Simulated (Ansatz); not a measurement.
## NaBr with two functionals, pressure 18 GPa

Take NaBr in the rock salt structure (space group Fm-3m, No. 225; a = 6.036 Å) as the base.

(Cell as relaxed with PBE.)

Levels (all Ansatz, an electronic-structure program, PAW): PBE (420 eV, scalar-relativistic without spin-orbit coupling); PBEsol (420 eV, no SOC).

Each level relaxes its own structure.

```tsv
base	PBE	PBEsol
volume per atom	27.49 Å³	26.03 Å³
lattice parameter a	6.036 Å	5.927 Å
band gap	4.07 eV	4.07 eV
```

The change: cell and atoms relaxed at a pressure of 18 GPa.

| quantity | PBE | PBEsol |
|---|---|---|
| band gap | 5.54 eV | ? |
| shift of the gap caused by the change | +1.48 eV | ? |
| lattice parameter a | 5.315 Å | ? |

What does PBEsol give?


- band gap, PBEsol: 5.50 eV
- shift of the gap caused by the change, PBEsol: +1.43 eV
- lattice parameter a, PBEsol: 5.260 Å

PBE's band gap lies 0.04 eV above PBEsol's; PBE's shift of the gap caused by the change lies 0.043 eV above PBEsol's; PBE's lattice parameter a lies 0.055 Å above PBEsol's (1.1 %). Neither level is exact; PBEsol is the comparison here, not a measurement.

Load acts through the strain it causes; cell and atoms are relaxed under it. No phonon test of stability was made. Competing high-pressure phases were not computed.
